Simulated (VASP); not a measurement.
**Si: single point with PBE**

Crystal: Si.

```
Si
1.0
     0.00000    2.71356    2.71356
     2.71356    0.00000    2.71356
     2.71356    2.71356    0.00000
Si
2
Cartesian
  4.0703 4.0703 4.0703
  2.7136 2.7136 2.7136
```

```
Program                : VASP 6.6.1
Task                   : single point
Functional             : PBE
Potentials or basis    : VASP PAW PBE potentials, release 64 (Si)
Cutoff                 : 520 eV
k mesh                 : 12 × 12 × 12
Occupations            : gaussian, width 0.02 eV
Spin                   : no spin polarisation
Further INCAR settings : ALGO = Normal; EDIFF = 1e-07; NBANDS = 11
```

```
Pressure               : 2.1 GPa
Band gap on the k mesh : 0.57 eV, indirect (least direct gap 2.57 eV)
```

Levels at points of the mesh, in eV from the valence-band top:
```
           k point  band 1  band 2  band 3  band 4  band 5  band 6  band 7  band 8
(0.00, 0.00, 0.00)  -11.97    0.00    0.00    0.00    2.57    2.57    2.57    3.40
(0.50, 0.00, 0.00)   -9.63   -6.97   -1.20   -1.20    1.55    3.34    3.34    7.73
(0.50, 0.50, 0.00)   -7.82   -7.82   -2.85   -2.85    0.71    0.71   10.13   10.13
```

Wall time 24 s on 1 thread of Intel(R) Xeon(R) Platinum 8375C CPU @ 2.90GHz (Ice Lake) (shared host), peak memory 0.17 GiB.

A k mesh can miss the band edges. As with any semilocal functional, this PBE gap is likely too small.
